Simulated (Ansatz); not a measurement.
Runs of Ansatz 0.2.0 on CsPbCl3. It takes space group Pm-3m (No. 221, cubic). Conventional cell: a = 5.605 Å, b = 5.605 Å, c = 5.605 Å, α = 90.00°, β = 90.00°, γ = 90.00°. Pb (site symmetry m-3m) has 6 Cl at 2.80 Å as nearest neighbours. Cs (site symmetry m-3m) has 12 Cl at 3.96 Å as nearest neighbours. Cl (site symmetry 4/mmm) has 2 Pb at 2.80 Å as nearest neighbours. 

```tsv
task	cell	points for each segment of the path	gap on the mesh (eV)	pressure (GPa)
single point	as given	-	2.85	0.1
band structure	as given	14	-	0.1
relaxation of cell and atoms	relaxed	-	(a)	0.0
single point	atoms moved at random, drawn with an rms of 0.05 Å	-	2.83	0.2
```

Alike in all rows: level PBEsol; potentials or basis Ansatz PAW; no spin polarisation; k mesh 5 × 5 × 5; cutoff (eV) 420; smearing fermi-dirac 0.05 eV.

Q: Fill in the values left out.

A: (a) 2.87.

Caveats: the PAW data sets come from PBE, with cores solved anew for the run's functional, which leaves a small shift of forces and pressure; odd divisions of the mesh miss points on the zone boundary, where band edges often lie, so the gap on the mesh can be too wide (some runs); spin-orbit coupling is left out, which as a rule narrows the gap of such compounds by several tenths of an eV (some runs); spin-orbit coupling is left out, which moves the levels of the heavy elements (some runs); the plane-wave basis is chosen anew once the cell has moved, so the energies of steps on either side of that aren't comparable (some runs).

A k mesh can miss the band edges, and the runs leave out spin-orbit coupling on Cs, Pb.
